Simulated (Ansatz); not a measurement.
Compare A (`NC1CCC1`) with its isomer B (`C1CCNC1`).

Calculated with Ansatz (gas phase, PBE0-D4/def2-TZVP geometries, no zero-point term in ΔE). CBS: MP2 limit from def2 TZ/QZ plus the TZ coupled-cluster correction, frozen cores. DFT in def2-TZVPP. Each species was taken in one conformer, which may not be the lowest.

A:

Z-matrix (Å, degrees):
```
C
C 1 1.550
N 1 1.438 2 123.2
C 1 1.536 2 88.0 3 -121.9
H 1 1.095 2 109.2 3 128.3
C 2 1.539 1 87.8 3 142.5
H 2 1.094 1 110.1 3 30.8
H 2 1.092 1 118.7 3 -95.6
H 3 1.012 1 111.4 2 73.2
H 3 1.013 1 110.7 2 -46.3
H 4 1.091 1 118.3 2 -143.2
H 4 1.094 1 110.1 2 91.1
H 6 1.092 2 111.5 1 91.9
H 6 1.090 2 117.9 1 -141.4
```

B:

```xyz
14

C     0.584   -0.359    0.958
C    -0.497   -1.062    0.113
C    -0.723   -0.110   -1.075
N    -0.287    1.213   -0.647
C     0.877    0.942    0.188
H     0.208   -0.137    1.960
H     1.481   -0.970    1.082
H    -1.418   -1.184    0.687
H    -0.190   -2.058   -0.214
H    -0.103   -0.415   -1.925
H    -1.758   -0.083   -1.421
H    -1.013    1.630   -0.075
H     1.743    0.802   -0.469
H     1.095    1.792    0.837
```

Problem. Which isomer does CCSD(T)/CBS put lower? Give the gap. (Best estimate.)

Solution. The calculation gave: B, by 11.5 kcal/mol.

Problem. Give E(B) − E(A) in kcal/mol with ωB97M-V, B2PLYP, CCSD(T)/def2-TZVPP, CCSD/def2-TZVPP, r2SCAN-D4, PBE-D4, MP2/def2-TZVPP. (Best estimate.)

Solution. Computed: ωB97M-V -11.1, B2PLYP -11.5, CCSD(T)/def2-TZVPP -11.5, CCSD/def2-TZVPP -11.6, r2SCAN-D4 -11.7, PBE-D4 -10.9, MP2/def2-TZVPP -11.3. None reverses the order clearly.

Largest T1 diagnostic: 0.009.
